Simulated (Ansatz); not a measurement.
# SiC: what a change does to the field gradients

Base: a COD entry, whose atoms a relaxation with PBE at fixed cell left in place.

```
CELL_PARAMETERS angstrom
0.00000 2.17900 2.17900
2.17900 0.00000 2.17900
2.17900 2.17900 0.00000
ATOMIC_POSITIONS crystal
Si 0.00000 0.00000 0.00000
C 0.25000 0.25000 0.25000
```

Atom numbers follow the list; atoms alike are taken as one site, whose name carries the number of the first.

Computed with Ansatz: DFT, PBE, plane waves and PAW, scalar-relativistic, 420 eV cutoff, Γ-centred 17×17×17 k-points, Fermi–Dirac smearing 0.02 eV.

Task: Variant: z stretched by 1 %, ions relaxed. What happens to the gradients (10²¹ V/m²)?

Result: 

```csv
site,atoms,V_zz base,η base,V_zz variant,η variant
Si,1,0.00,–,-0.13,0.00
C,2,0.00,–,0.072,0.00
```

The largest change of V_zz is on Si, from 0.00 to -0.13.
